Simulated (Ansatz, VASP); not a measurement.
AlP in VASP and in Ansatz

```
Al P
1.0
     0.00000    2.71685    2.71685
     2.71685    0.00000    2.71685
     2.71685    2.71685    0.00000
Al P
1 1
Direct
  0.00000 0.00000 0.00000
  0.25000 0.25000 0.25000
```

The cell was built by a generator and needn't be a form met in nature.

Alike in both runs: functional LDA; k mesh 8 × 8 × 8; occupations gaussian, width 0.02 eV; no spin polarisation.

Ansatz relaxed the structure, and its values are those at the end. VASP's run is a single point on that final structure, the one shown.

|  | VASP | Ansatz |
| --- | --- | --- |
| version | VASP 6.6.1 | Ansatz 0.2.0 |
| potentials or method | VASP PAW LDA potentials, release 64 (Al, P) | scalar-relativistic, plane waves, PAW |
| plane-wave cutoff (eV) | 520 | 420 |
| valence electrons in the cell | 8 | 8 |

```csv
,VASP,Ansatz,Ansatz less VASP
gap on the k mesh at the Fermi level (eV),1.41,1.42,+0.005
least direct gap on the mesh (eV),3.24,3.23,-0.016
pressure (GPa),0.1,0.0,-0.05
```

Ansatz warned: «pseudo_functional_mismatch».

A k mesh can miss the band edges.
